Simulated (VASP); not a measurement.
# SnO (Pm-3m) in VASP: reference runs, part 2 of 2

VASP 6.6.1.

**6. Equation of state, PBE, 15.05 Å³/atom (volume scaled by 0.98)**

INCAR reads:

```
SYSTEM = SnO
PREC = Accurate
ENCUT = 520
EDIFF = 1E-7
ISMEAR = -1
SIGMA = 0.05
LREAL = .FALSE.
LASPH = .TRUE.
NELM = 80
ALGO = Normal
ISIF = 2
LWAVE = .FALSE.
LCHARG = .FALSE.
GGA = PE
NBANDS = 17
```

KPOINTS reads:

```
regular mesh
0
G
  9 9 9
  0 0 0
```

POSCAR reads:

```
SnO
1.0
    3.1109097022      0.0000000000      0.0000000000
    0.0000000000      3.1109097022      0.0000000000
    0.0000000000      0.0000000000      3.1109097022
Sn O
1 1
Direct
    0.0000000000      0.0000000000      0.0000000000
    0.5000000000      0.5000000000      0.5000000000
```

Potentials or basis: VASP PAW PBE potentials, release 64 (Sn_d, O).

Launch:

```
$ cat potpaw_PBE.64/Sn_d/POTCAR potpaw_PBE.64/O/POTCAR > POTCAR
$ mpirun -np 1 vasp_std > vasp.out
```

OUTCAR:

```text
SYSTEM = SnO
   PREC = Accurate
   ENCUT = 520
   EDIFF = 1E-7
   ISMEAR = -1
   LREAL = .FALSE.
   LASPH = .TRUE.
   NELM = 80
   ISIF = 2
   GGA = PE

 Found     35 irreducible k-points:

 Following reciprocal coordinates:
            Coordinates               Weight
  0.000000  0.000000  0.000000      1.000000
  0.111111  0.000000  0.000000      6.000000
  0.222222  0.000000  0.000000      6.000000
  0.333333  0.000000  0.000000      6.000000
  0.444444  0.000000  0.000000      6.000000
[... 198 lines left out ...]

  FORCE on cell =-STRESS in cart. coord.  units (eV):
  Direction    XX          YY          ZZ          XY          YZ          ZX
  --------------------------------------------------------------------------------------
  -------------------------------------------------------------------------------------
  Total        0.3921882      0.3921882      0.3921882     -0.0000000     -0.0000000      0.0000000
  in kB       20.8709825     20.8709825     20.8709825     -0.0000000     -0.0000000      0.0000000
  external PRESSURE =      20.8709825 kB  Pullay stress =       0.0000000 kB

 VOLUME and BASIS-vectors are now :
 -----------------------------------------------------------------------------
  energy-cutoff  :      520.00
  volume of cell :       30.11
      direct lattice vectors                 reciprocal lattice vectors
     3.110909702  0.000000000  0.000000000     0.321449382  0.000000000  0.000000000
     0.000000000  3.110909702  0.000000000     0.000000000  0.321449382  0.000000000
     0.000000000  0.000000000  3.110909702     0.000000000  0.000000000  0.321449382

 POSITION                                       TOTAL-FORCE (eV/Angst)
 -----------------------------------------------------------------------------------
      0.00000      0.00000      0.00000         0.000000      0.000000      0.000000
      1.55545      1.55545      1.55545         0.000000      0.000000      0.000000
 -----------------------------------------------------------------------------------
    total drift:                                0.000000      0.000000     -0.000000

  FREE ENERGIE OF THE ION-ELECTRON SYSTEM (eV)
  ---------------------------------------------------
  free  energy   TOTEN  =        -9.8384616119 eV

  energy  without entropy=       -9.8380503463  energy(sigma->0) =       -9.83825598
```

stdout:

```text
POSCAR found type information on POSCAR SnO
 POSCAR found :  2 types and       2 ions
 scaLAPACK will be used
 LDA part: xc-table for (Slater+PW92), standard interpolation
 POSCAR, INCAR and KPOINTS ok, starting setup
 FFT: planning ... GRIDC
 FFT: planning ... GRID_SOFT
 FFT: planning ... GRID
 WAVECAR not read
 entering main loop
```

Run time: 14 s. Hardware: 1 thread of Intel Xeon Platinum 8375C at 2.90GHz (Ice Lake), shared host; peak memory 0.14 GiB.

Results:

* Free energy: -9.8385 eV
* Pressure: 2.1 GPa
* Band gap on the k mesh: 0.43 eV, indirect (least direct gap 0.95 eV)

Caveat: spin-orbit coupling is left out, which moves the levels of the heavy elements; an odd mesh through Γ misses points on the zone boundary, where band edges often lie.

**7. Equation of state, PBE, 15.67 Å³/atom (volume scaled by 1.02)**

INCAR reads:

```
ALGO = Normal
EDIFF = 1E-7
ENCUT = 520
GGA = PE
ISIF = 2
ISMEAR = -1
LASPH = T
LCHARG = F
LREAL = F
LWAVE = F
NBANDS = 17
NELM = 80
PREC = Accurate
SIGMA = 0.05
```

KPOINTS reads:

```
k-points
0
Gamma
  9 9 9
```

POSCAR reads:

```
SnO
1.0
    3.1526718628      0.0000000000      0.0000000000
    0.0000000000      3.1526718628      0.0000000000
    0.0000000000      0.0000000000      3.1526718628
Sn O
1 1
Direct
    0.0000000000      0.0000000000      0.0000000000
    0.5000000000      0.5000000000      0.5000000000
```

Launch:

```
$ cat potpaw_PBE.64/Sn_d/POTCAR potpaw_PBE.64/O/POTCAR > POTCAR
$ mpirun -np 1 vasp_std > vasp.out
```

Wall time 11 s (1 thread of Intel Xeon Platinum 8375C at 2.90GHz (Ice Lake), shared host); peak memory 0.15 GiB.

The run converged. Its results:

```yaml
Free_energy: -9.8398 eV
Pressure: -1.9 GPa
Band_gap_on_the_k_mesh: 0.52 eV, indirect (least direct gap 0.89 eV)
```

Caveat: spin-orbit coupling is left out, which moves the levels of the heavy elements; an odd mesh through Γ misses points on the zone boundary, where band edges often lie.

**8. Equation of state, PBE, 15.97 Å³/atom (volume scaled by 1.04)**

INCAR reads:

```
  ALGO = Normal
  EDIFF = 1E-7
  ENCUT = 520
  GGA = PE
  ISIF = 2
  ISMEAR = -1
  LASPH = T
  LCHARG = F
  LREAL = F
  LWAVE = F
  NBANDS = 17
  NELM = 60
  PREC = Accurate
  SIGMA = 0.05
```

KPOINTS is that of step 7.

POSCAR reads:

```
SnO
1.0
    3.1731443316      0.0000000000      0.0000000000
    0.0000000000      3.1731443316      0.0000000000
    0.0000000000      0.0000000000      3.1731443316
Sn O
1 1
Direct
    0.0000000000      0.0000000000      0.0000000000
    0.5000000000      0.5000000000      0.5000000000
```

Launch:

```
$ cat potpaw_PBE.64/Sn_d/POTCAR potpaw_PBE.64/O/POTCAR > POTCAR
$ mpirun -np 1 vasp_std > vasp.out
```

Wall time 8.6 s (1 thread of Intel Xeon Platinum 8375C at 2.90GHz (Ice Lake), shared host); peak memory 0.15 GiB.

It converged, with:

```
Free energy            : -9.8297 eV
Pressure               : -3.7 GPa
Band gap on the k mesh : 0.56 eV, indirect (least direct gap 0.86 eV)
```

Caveat: spin-orbit coupling is left out, which moves the levels of the heavy elements; an odd mesh through Γ misses points on the zone boundary, where band edges often lie.

**9. Equation of state, PBE, 16.28 Å³/atom (volume scaled by 1.06)**

INCAR reads:

```
SYSTEM = SnO
  PREC = Accurate
  ENCUT = 520
  EDIFF = 1E-7
  ISMEAR = -1
  SIGMA = 0.05
  LREAL = .False.
  LASPH = .True.
  NELM = 60
  ALGO = Normal
  ISIF = 2
  LWAVE = .False.
  LCHARG = .False.
  GGA = PE
  NBANDS = 17
```

KPOINTS reads:

```
regular mesh
0
Gamma
  9 9 9
  0 0 0
```

POSCAR reads:

```
SnO
1.0
    3.1933559869      0.0000000000      0.0000000000
    0.0000000000      3.1933559869      0.0000000000
    0.0000000000      0.0000000000      3.1933559869
Sn O
1 1
Direct
    0.0000000000      0.0000000000      0.0000000000
    0.5000000000      0.5000000000      0.5000000000
```

Potentials or basis: VASP PAW PBE potentials, release 64 (Sn_d, O).

Launch:

```
$ cat potpaw_PBE.64/Sn_d/POTCAR potpaw_PBE.64/O/POTCAR > POTCAR
$ mpirun -np 1 vasp_std > vasp.out
```

It took 10 s on 1 thread of Intel Xeon Platinum 8375C at 2.90GHz (Ice Lake), shared host; peak memory 0.14 GiB.

Results (log left out):

```
Free energy            : -9.8136 eV
Pressure               : -5.2 GPa
Band gap on the k mesh : 0.60 eV, indirect (least direct gap 0.83 eV)
```

Caveat: spin-orbit coupling is left out, which moves the levels of the heavy elements; an odd mesh through Γ misses points on the zone boundary, where band edges often lie.

**10. Equation of state, PBE**

Potentials or basis: VASP PAW PBE potentials, release 64 (Sn_d, O).

This step only gathers the single runs of the series.

What came out:

```yaml
Equilibrium_volume: 15.38 Å³/atom
Bulk_modulus: 99 GPa
Pressure_derivative_of_the_bulk_modulus: 4.6
```

Energy against volume, from the lowest point:
```tsv
volume (Å³/atom)	energy (meV/atom)
14.439	20.13
14.746	8.79
15.053	2.24
15.361	0.00
15.668	1.58
15.975	6.61
16.282	14.69
```

**11. Overview**

| task | cell | gap on the mesh (eV) | pressure (GPa) |
| --- | --- | --- | --- |
| single point | as given | 0.47 | 0.0 |
| single point | atoms moved at random, drawn with an rms of 0.05 Å | 0.47 | 0.0 |
| equation of state | as given | - | - |

Alike in all rows: level PBE; potentials or basis VASP PAW PBE potentials, release 64 (Sn_d, O); no spin polarisation; k mesh 9 × 9 × 9; cutoff (eV) 520; smearing fermi-dirac 0.05 eV.

Caveats: spin-orbit coupling is left out, which moves the levels of the heavy elements (some runs); an odd mesh through Γ misses points on the zone boundary, where band edges often lie (some runs).

Absolute energies hang on the potentials; compare differences alone.
